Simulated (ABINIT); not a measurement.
## InP (F-43m): G0W0 in ABINIT against the bands in the self-energy

How does the gap of InP (F-43m) converge in the bands in the self-energy?

Main program and level: ABINIT 10.8.3; PBE and many-body steps on it, plane waves.

The database entry behind the starting cell differs from later determinations by our own check (0.1 to 0.3 % short, probably kX units), so it need not match the best structure at ambient conditions.

## Step 1: Starting point

The structure is cubic, space group F-43m (No. 216). The conventional cell has a = 5.861 Å, b = 5.861 Å, c = 5.861 Å, α = 90.00°, β = 90.00°, γ = 90.00°. In has 4 P at 2.54 Å nearest. Nearest to P lie 4 In at 2.54 Å. Farther neighbours are not listed.

The cell and positions come from the Crystallography Open Database and are kept as given unless a step says otherwise.

## Step 2: Screening, 4×4×4 mesh, 90 bands, screening to 176.9 eV

This step: ABINIT 10.8.3; RPA screening on PBE, plane waves, norm-conserving pseudopotentials.

The RPA dielectric matrix is built and inverted for each q.

Contents of run.abi:

```
acell 3*1.0 Angstrom
rprim 
  -0.000000000000 2.930500000000 2.930500000000
  2.930500000000 -0.000000000000 2.930500000000
  2.930500000000 2.930500000000 -0.000000000000
ntypat 2
znucl 49 15
natom 2
typat 1 2
xred 
  0.000000000000 0.000000000000 0.000000000000
  0.250000000000 0.250000000000 0.250000000000
pp_dirpath "pseudos"
pseudos "In.upf, P.upf"
ecut 31
ngkpt 4 4 4
nshiftk 1
shiftk 0 0 0
kptopt 1
chksymbreak 0
istwfk *1
occopt 1
irdwfk 1
optdriver 3
nband 90
ecuteps 6.5
inclvkb 2
awtr 1
symchi 1
indata_prefix "in"
outdata_prefix "out"
tmpdata_prefix "tmp"
```

The run is started by

```sh
> OMP_NUM_THREADS=1 mpirun -n 4 abinit run.abi > log
```

Output:

```text
.Version 10.8.3 of ABINIT. v10.8.2 released Aug 2026.

 Symmetries : space group F-4 3 m (#216); Bravais cF (face-center cubic)
[... echo of the input left out ...]
== DATASET  1 ==================================================================
-   mpi_nproc: 4, omp_nthreads: 1 (-1 if OMP is not activated)

--- !DatasetInfo
iteration_state: {dtset: 1, }
dimensions: {natom: 2, nkpt: 8, mband: 90, nsppol: 1, nspinor: 1, nspden: 1, mpw: 2826, }
cutoff_energies: {ecut:  31.0, pawecutdg:  -1.0, }
electrons: {nelect:   1.80000000E+01, charge:   0.00000000E+00, occopt:   1.00000000E+00, tsmear:   1.00000000E-02, }

 SCREENING: Calculation of the susceptibility and dielectric matrices

 Based on a program developped by R.W. Godby, V. Olevano, G. Onida, and L. Reining.
 Incorporated in ABINIT by V. Olevano, G.-M. Rignanese, and M. Torrent.
.Using double precision arithmetic ; gwpc =  8

[... cell and pseudopotentials left out ...]
--------------------------------------------------------------------------------

 ==== K-mesh for the wavefunctions ====
 Number of points in the irreducible wedge :     8
[... list of points left out ...]
 Together with 24 symmetry operations and time-reversal symmetry
 yields    64 points in the full Brillouin Zone.

 ==== Q-mesh for the screening function ====
 Number of points in the irreducible wedge :     8
[... list of points left out ...]
 Together with 24 symmetry operations and time-reversal symmetry
 yields    64 points in the full Brillouin Zone.

 setmesh: FFT mesh size selected  =    30x   30x   30
          total number of points  =        27000

 vcoul_init : cutoff-mode = AUXILIARY_FUNCTION
 q-points for optical limit:   1
     1)      0.000010    0.000020    0.000030

- screening: taking advantage of time-reversal symmetry
- Maximum band index for partially occupied states nbvw = 9
- Remaining bands to be divided among processors   nbcw = 81
- Number of bands treated by each node ~20

 Number of electrons calculated from density =   18.0000; Expected =   18.0000
 average of density, n =  0.052993
 r_s =    1.6516
 omega_plasma =   22.2058 [eV]

 calculating chi0 at frequencies [eV] :
  1    0.000000E+00    0.000000E+00
  2    0.000000E+00    2.220578E+01

--------------------------------------------------------------------------------
  q-point number  1        q = ( 0.000000, 0.000000, 0.000000) [r.l.u.]
--------------------------------------------------------------------------------
[... chi0 elements left out ...]
 For q-point:  0.000010 0.000020 0.000030
  dielectric constant =  42.7750
  dielectric constant without local fields =  45.2027

  Average fulfillment of the sum rule on Im[epsilon] for q-point    1 :     78.54  [%]
[... wings left out ...]
  q-point number  2        q = ( 0.250000, 0.000000, 0.000000) [r.l.u.]
--------------------------------------------------------------------------------
[... chi0 elements left out ...]
  Average fulfillment of the sum rule on Im[epsilon] for q-point    2 :    102.82  [%]

 [... 6 further q-points ...]
```

It took 25 s on 4 MPI ranks of Arm Neoverse V1, shared host; peak memory 0.74 GiB.

Numbers from this step:

```yaml
eps_infinity_with_local_fields_on_this_mesh_along_the_program_s_q_direction: 42.77
the_same_without_local_fields: 45.20
plasma_frequency: 22.21 eV
plane_waves_in_the_screening_matrix: 283
```

Local fields lower ε∞ by 5 %. On a Γ-centred mesh this coarse the value itself is usually too large, while a short band sum pulls it down.

## Step 3: 17 bands

This step: G0W0 on PBE, plane waves, norm-conserving pseudopotentials.

Changes to run.abi since step 2:

```diff
@@ -23,8 +23,15 @@
 irdwfk 1
-optdriver 3
-nband 90
+optdriver 4
+nband 17
+gwcalctyp 0
+ecutsigx 31
+symsigma 1
+nkptgw 1
+kptgw 
+  0.0000000000 0.0000000000 0.0000000000
+bdgw 
+  7 13
 ecuteps 6.5
-inclvkb 2
-awtr 1
-symchi 1
+irdscr 1
+ppmodel 1
 indata_prefix "in"
```

Output:

```text
.Version 10.8.3 of ABINIT. v10.8.2 released Aug 2026.

 Symmetries : space group F-4 3 m (#216); Bravais cF (face-center cubic)
[... echo of the input left out ...]
== DATASET  1 ==================================================================
-   mpi_nproc: 4, omp_nthreads: 1 (-1 if OMP is not activated)

--- !DatasetInfo
iteration_state: {dtset: 1, }
dimensions: {natom: 2, nkpt: 8, mband: 17, nsppol: 1, nspinor: 1, nspden: 1, mpw: 2826, }
cutoff_energies: {ecut:  31.0, pawecutdg:  -1.0, }
electrons: {nelect:   1.80000000E+01, charge:   0.00000000E+00, occopt:   1.00000000E+00, tsmear:   1.00000000E-02, }

 SIGMA: Calculation of the GW corrections

 Based on a program developped by R.W. Godby, V. Olevano, G. Onida, and L. Reining.
 Incorporated in ABINIT by V. Olevano, G.-M. Rignanese, and M. Torrent.
.Using double precision arithmetic ; gwpc =  8

[... cell and pseudopotentials left out ...]
--------------------------------------------------------------------------------

 ==== K-mesh for the wavefunctions ====
 Number of points in the irreducible wedge :     8
[... list of points left out ...]
 Together with 24 symmetry operations and time-reversal symmetry
 yields    64 points in the full Brillouin Zone.

 ==== Q-mesh for screening function ====
 Number of points in the irreducible wedge :     8
[... list of points left out ...]
 Together with 24 symmetry operations and time-reversal symmetry
 yields    64 points in the full Brillouin Zone.

 vcoul_init : cutoff-mode = AUXILIARY_FUNCTION
 q-points for optical limit:   1
     1)      0.000010    0.000020    0.000030
 setmesh: FFT mesh size selected  =    40x   40x   40
          total number of points  =        64000

 Number of electrons calculated from density =   18.0000; Expected =   18.0000
 average of density, n =  0.052993
 r_s =    1.6516
 omega_plasma =   22.2058 [eV]

 === KS Band Gaps ===
  >>>> For spin  1
   Minimum direct gap =   0.7094 [eV], located at k-point      :   0.0000  0.0000  0.0000
   Fundamental gap    =   0.7094 [eV], Top of valence bands at :   0.0000  0.0000  0.0000
                                       Bottom of conduction at :   0.0000  0.0000  0.0000
 SIGMA fundamental parameters:
 PLASMON POLE MODEL  1
 number of plane-waves for SigmaX                 2741
 number of plane-waves for SigmaC and W            283
 number of plane-waves for wavefunctions          2741
 number of bands                                    17
 number of independent spin polarizations            1
 number of spinorial components                      1
 number of k-points in IBZ                           8
 number of q-points in IBZ                           8
 number of symmetry operations                      24
 number of k-points in BZ                           64
 number of q-points in BZ                           64
 number of frequencies for dSigma/dE                 9
 frequency step for dSigma/dE [eV]                0.25
 number of omega for Sigma on real axis              0
 max omega for Sigma on real axis  [eV]           0.00
 zcut for avoiding poles [eV]                     0.10

 EPSILON^-1 parameters (SCR file):
 dimension of the eps^-1 matrix on file            283
 dimension of the eps^-1 matrix used               283
 number of plane-waves for wavefunctions          2741
 number of bands                                    90
 number of q-points in IBZ                           8
 number of frequencies                               2
 number of real frequencies                          1
 number of imag frequencies                          1

 matrix elements of self-energy operator (all in [eV])

 Perturbative Calculation

--- !SelfEnergy_ee
iteration_state: {dtset: 1, }
kpoint     : [   0.000,    0.000,    0.000, ]
spin       : 1
KS_gap     :    0.709
QP_gap     :    0.984
Delta_QP_KS:    0.275
data: !SigmaeeData |
     Band     E0 <VxcDFT>   SigX SigC(E0)      Z dSigC/dE  Sig(E)    E-E0       E
        7   4.474 -12.528 -14.199   2.632   0.788  -0.269 -11.770   0.758   5.232
        8   4.474 -12.528 -14.199   2.632   0.788  -0.269 -11.770   0.758   5.232
        9   4.474 -12.528 -14.199   2.632   0.788  -0.269 -11.770   0.758   5.232
       10   5.183 -11.291  -7.493  -2.509   0.802  -0.247 -10.258   1.033   6.216
       11   8.562 -10.216  -6.368  -2.525   0.810  -0.235  -9.145   1.071   9.633
       12   8.562 -10.216  -6.368  -2.525   0.810  -0.235  -9.145   1.071   9.633
       13   8.562 -10.216  -6.368  -2.525   0.810  -0.235  -9.145   1.071   9.633

== END DATASET(S) ==============================================================
================================================================================

 -outvars: echo values of variables after computation  --------
           etotal      0.0000000000E+00
            nband          17
             nkpt           8
          spgroup         216
 [... the other variables as echoed above ...]

 Calculation completed.
```

Wall time 3.7 s (4 MPI ranks); peak memory 0.53 GiB; 15 s of CPU time.

This step gave:

```yaml
g0w0_gap_on_the_points_computed: 0.984 eV
starting_gap_on_the_mesh: 0.7094 eV
k_of_the_valence_top: 0, 0, 0
k_of_the_conduction_bottom: 0, 0, 0
z_at_the_valence_top: 0.788
z_at_the_conduction_bottom: 0.802
least_direct_g0w0_gap_on_the_computed_points: 0.984 eV
```

## Step 4: 29 bands

The self-energy is evaluated for the states that the input lists, and the levels follow from it, in one-shot runs by the linearised quasiparticle equation.

Changes to run.abi since step 3:

```diff
@@ -24,3 +24,3 @@
 optdriver 4
-nband 17
+nband 29
 gwcalctyp 0
```

Output:

```text
.Version 10.8.3 of ABINIT. v10.8.2 released Aug 2026.

 Symmetries : space group F-4 3 m (#216); Bravais cF (face-center cubic)
[... echo of the input left out ...]
== DATASET  1 ==================================================================
-   mpi_nproc: 4, omp_nthreads: 1 (-1 if OMP is not activated)

--- !DatasetInfo
iteration_state: {dtset: 1, }
dimensions: {natom: 2, nkpt: 8, mband: 29, nsppol: 1, nspinor: 1, nspden: 1, mpw: 2826, }
cutoff_energies: {ecut:  31.0, pawecutdg:  -1.0, }
electrons: {nelect:   1.80000000E+01, charge:   0.00000000E+00, occopt:   1.00000000E+00, tsmear:   1.00000000E-02, }

 SIGMA: Calculation of the GW corrections

 Based on a program developped by R.W. Godby, V. Olevano, G. Onida, and L. Reining.
 Incorporated in ABINIT by V. Olevano, G.-M. Rignanese, and M. Torrent.
.Using double precision arithmetic ; gwpc =  8

[... cell and pseudopotentials left out ...]
--------------------------------------------------------------------------------

 ==== K-mesh for the wavefunctions ====
 Number of points in the irreducible wedge :     8
[... list of points left out ...]
 Together with 24 symmetry operations and time-reversal symmetry
 yields    64 points in the full Brillouin Zone.

 ==== Q-mesh for screening function ====
 Number of points in the irreducible wedge :     8
[... list of points left out ...]
 Together with 24 symmetry operations and time-reversal symmetry
 yields    64 points in the full Brillouin Zone.

 vcoul_init : cutoff-mode = AUXILIARY_FUNCTION
 q-points for optical limit:   1
     1)      0.000010    0.000020    0.000030
 setmesh: FFT mesh size selected  =    40x   40x   40
          total number of points  =        64000

 Number of electrons calculated from density =   18.0000; Expected =   18.0000
[...]
number of q-points in BZ                           64
 number of frequencies for dSigma/dE                 9
 frequency step for dSigma/dE [eV]                0.25
 number of omega for Sigma on real axis              0
 max omega for Sigma on real axis  [eV]           0.00
 zcut for avoiding poles [eV]                     0.10

 EPSILON^-1 parameters (SCR file):
 dimension of the eps^-1 matrix on file            283
 dimension of the eps^-1 matrix used               283
 number of plane-waves for wavefunctions          2741
 number of bands                                    90
 number of q-points in IBZ                           8
 number of frequencies                               2
 number of real frequencies                          1
 number of imag frequencies                          1

 matrix elements of self-energy operator (all in [eV])

 Perturbative Calculation

--- !SelfEnergy_ee
iteration_state: {dtset: 1, }
kpoint     : [   0.000,    0.000,    0.000, ]
spin       : 1
KS_gap     :    0.709
QP_gap     :    1.004
Delta_QP_KS:    0.295
data: !SigmaeeData |
     Band     E0 <VxcDFT>   SigX SigC(E0)      Z dSigC/dE  Sig(E)    E-E0       E
        7   4.474 -12.528 -14.199   1.903   0.778  -0.286 -12.348   0.181   4.654
        8   4.474 -12.528 -14.199   1.903   0.778  -0.286 -12.348   0.181   4.654
        9   4.474 -12.528 -14.199   1.903   0.778  -0.286 -12.348   0.181   4.654
       10   5.183 -11.291  -7.493  -3.196   0.791  -0.264 -10.815   0.476   5.659
       11   8.562 -10.216  -6.368  -3.335   0.795  -0.257  -9.808   0.408   8.970
       12   8.562 -10.216  -6.368  -3.335   0.795  -0.257  -9.808   0.408   8.970
       13   8.562 -10.216  -6.368  -3.335   0.795  -0.257  -9.808   0.408   8.970

== END DATASET(S) ==============================================================
================================================================================

 -outvars: echo values of variables after computation  --------
           etotal      0.0000000000E+00
            nband          29
             nkpt           8
          spgroup         216
 [... the other variables as echoed above ...]

 Calculation completed.
```

Wall time 4.4 s (4 MPI ranks); peak memory 0.53 GiB; 17 s of CPU time.

This step gave:

```
G0W0 gap on the points computed              : 1.005 eV
starting gap on the mesh                     : 0.7094 eV
k of the valence top                         : 0, 0, 0
k of the conduction bottom                   : 0, 0, 0
Z at the valence top                         : 0.778
Z at the conduction bottom                   : 0.791
least direct G0W0 gap on the computed points : 1.005 eV
```

The gap on the mesh goes from 0.71 eV to 1.00 eV, a correction of +0.30 eV.

## Step 5: 56 bands

Changes to run.abi since step 4:

```diff
@@ -24,3 +24,3 @@
 optdriver 4
-nband 29
+nband 56
 gwcalctyp 0
```

Output:

```text
.Version 10.8.3 of ABINIT. v10.8.2 released Aug 2026.

 Symmetries : space group F-4 3 m (#216); Bravais cF (face-center cubic)
[... echo of the input left out ...]
== DATASET  1 ==================================================================
-   mpi_nproc: 4, omp_nthreads: 1 (-1 if OMP is not activated)

--- !DatasetInfo
iteration_state: {dtset: 1, }
dimensions: {natom: 2, nkpt: 8, mband: 56, nsppol: 1, nspinor: 1, nspden: 1, mpw: 2826, }
cutoff_energies: {ecut:  31.0, pawecutdg:  -1.0, }
[...]
11   8.562 -10.216  -6.368  -3.779   0.790  -0.265 -10.161   0.055   8.616
       12   8.562 -10.216  -6.368  -3.779   0.790  -0.265 -10.161   0.055   8.616
       13   8.562 -10.216  -6.368  -3.779   0.790  -0.265 -10.161   0.055   8.616

== END DATASET(S) ==============================================================
================================================================================

 -outvars: echo values of variables after computation  --------
           etotal      0.0000000000E+00
            nband          56
             nkpt           8
          spgroup         216
 [... the other variables as echoed above ...]

 Calculation completed.
```

The job ended after 5.8 s (4 MPI ranks; peak memory 0.54 GiB; 23 s of CPU time).

This step gave:

* G0W0 gap on the points computed: 0.9910 eV
* starting gap on the mesh: 0.7094 eV
* k of the valence top: 0, 0, 0
* k of the conduction bottom: 0, 0, 0
* least direct G0W0 gap on the computed points: 0.9910 eV

Against the run before, the gap moves by −0.014 eV.

## Step 6: 90 bands

Changes to run.abi since step 5:

```diff
@@ -24,3 +24,3 @@
 optdriver 4
-nband 56
+nband 90
 gwcalctyp 0
```

Output:

```text
.Version 10.8.3 of ABINIT. v10.8.2 released Aug 2026.

 Symmetries : space group F-4 3 m (#216); Bravais cF (face-center cubic)
[... echo of the input left out ...]
== DATASET  1 ==================================================================
-   mpi_nproc: 4, omp_nthreads: 1 (-1 if OMP is not activated)

--- !DatasetInfo
iteration_state: {dtset: 1, }
dimensions: {natom: 2, nkpt: 8, mband: 90, nsppol: 1, nspinor: 1, nspden: 1, mpw: 2826, }
cutoff_energies: {ecut:  31.0, pawecutdg:  -1.0, }
[...]
11   8.562 -10.216  -6.368  -3.927   0.789  -0.267 -10.278  -0.062   8.500
       12   8.562 -10.216  -6.368  -3.927   0.789  -0.267 -10.278  -0.062   8.500
       13   8.562 -10.216  -6.368  -3.927   0.789  -0.267 -10.278  -0.062   8.500

== END DATASET(S) ==============================================================
================================================================================

 -outvars: echo values of variables after computation  --------
           etotal      0.0000000000E+00
            nband          90
             nkpt           8
          spgroup         216
 [... the other variables as echoed above ...]

 Calculation completed.
```

It took 7.8 s on 4 MPI ranks; peak memory 0.71 GiB; 31 s of CPU time.

Numbers from this step:

* G0W0 gap on the points computed: 1.003 eV
* starting gap on the mesh: 0.7094 eV
* k of the valence top: 0, 0, 0
* k of the conduction bottom: 0, 0, 0
* least direct G0W0 gap on the computed points: 1.003 eV

Against the run before, the gap moves by +0.012 eV.

## Step 7: Side by side

Times are wall times on 4 MPI ranks of Arm Neoverse V1, shared host, good to a factor of about two. A run's time includes the screening step that it read.

```
     run   mesh  bands  screening cutoff (eV)  DFT gap (eV)  gap on the mesh (eV)  direct (eV)  ε∞ used  time
17 bands  4×4×4     17                  176.9         0.709                 0.984        0.984    42.77  28 s
29 bands  4×4×4     29                  176.9         0.709                 1.005        1.005    42.77  29 s
56 bands  4×4×4     56                  176.9         0.709                 0.991        0.991    42.77  30 s
90 bands  4×4×4     90                  176.9         0.709                 1.003        1.003    42.77  32 s
```

## Step 8: Outcome

```json
{
  "17 bands": "0.984 eV",
  "29 bands": "1.005 eV",
  "56 bands": "0.991 eV",
  "90 bands": "1.003 eV",
  "known limits": "not at the basis limit; exchange with frozen shells missing; mesh may overstate the screening; no spin-orbit coupling; coarse k mesh"
}
```

**Reading.** The setting moved: bands in the self-energy. From 17 bands to 90 bands the gap moves by +0.02 eV. The last step still moves it by +0.012 eV. Bands and screening cutoff are coupled, so a series along one setting does not show full convergence. Bands and cutoff are finite, so the gap is not at the basis limit. The miss can reach some tenths of an eV and take either sign; the mesh is an error of its own. In the G0W0 runs levels were corrected at 1 k point alone, so a gap called «on the mesh» is the least over those, and an edge elsewhere would be missed. The 4×4×4 mesh is coarse for this cell, which bears on the long-range parts of exchange and screening. The norm-conserving file of at least one element keeps a d shell over frozen s and p shells of the same row. Exchange with those shells is missing from the self-energy, an error of 0.3 to 0.9 eV in cases checked, whose sign depends on which edge lies on those atoms. For the PBE start: The RPA ε∞ on this mesh reaches over 25; with a narrow direct gap a coarse mesh can overstate it, and the correction is then too small. The many-body steps are scalar-relativistic: spin-orbit coupling is not in them.

[Paths, hosts, dates, memory and timing lines, banners, echoed tables and standing remarks are left out of the program output.]

[Logs are printed without paths, hosts, clocks, repeated set-up lines and the standing remarks that a program may print on its own settings, such as how far it seeks lower states.]

[Runs of the session that timed out or met a known fault of the program may be left out.]

[Hosts, paths, dates, database ids (printed as entryN), source tags and the programs' standing remarks are cut or masked in the printed files.]

[G0W0 gaps are taken among the corrected bands and points alone; a level outside them can change the order at an edge.]

[Where Ansatz stands beside ABINIT at settings called matched, ABINIT's density can come from a denser mesh and the files from another edition; pairs whose starting gaps differed by over 0.03 eV were left out, so agreement reads better than it is.]
